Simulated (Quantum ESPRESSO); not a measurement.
Crystal: CuO.

```
CELL_PARAMETERS angstrom
2.83633 0.00000 0.00000
-1.41816 2.45633 0.00000
0.00000 0.00000 2.76811
ATOMIC_POSITIONS crystal
Cu 0.00000 0.00000 0.00000
O 0.66667 0.33333 0.50000
```

Measurements of this composition are mostly on another form, of space group No. 15.

```yaml
Program: Quantum ESPRESSO 7.5
Task: phonons
Functional: LDA
Potentials_or_basis: GBRV 1.5 LDA
Cutoff: 762 eV
Density_cutoff: 6095 eV
k_mesh: 9 × 9 × 8
Occupations: cold, width 0.2 eV
Spin: no spin polarisation
Target_pressure: 25 GPa
Form_of_the_LDA_correlation: PZ81
Mixing_beta: 0.5
Most_SCF_iterations: 120
SCF_threshold: 4e-10 Ry
```

The cell and the atoms were relaxed first at 25 GPa, to 8.10 Å³/atom (a = 2.692 Å, b = 2.692 Å, c = 2.581 Å, α = 90.00°, β = 90.00°, γ = 120.00°), and the response was taken there.

**Question.** What is the highest optical frequency at the zone centre?

**Answer.** 446 cm⁻¹, a mode of symmetry A''2 (IR).

Optical modes at Γ, degenerate ones joined:
```csv
cm⁻¹,components,symmetry,active in
67i,2,E',IR and Raman
446,1,A''2,IR
```

Caveat: the mesh is thin for the phonons of a metal; some modes are imaginary; the volume moved by over 15 % at a fixed basis, so the end points are rough; the cell is more than 3 GPa from zero pressure, which shifts response properties; an odd number of electrons without spin polarisation forces a metal; a magnetic or distorted state may lie lower; the run has no spin polarisation, though such a crystal can be magnetic.
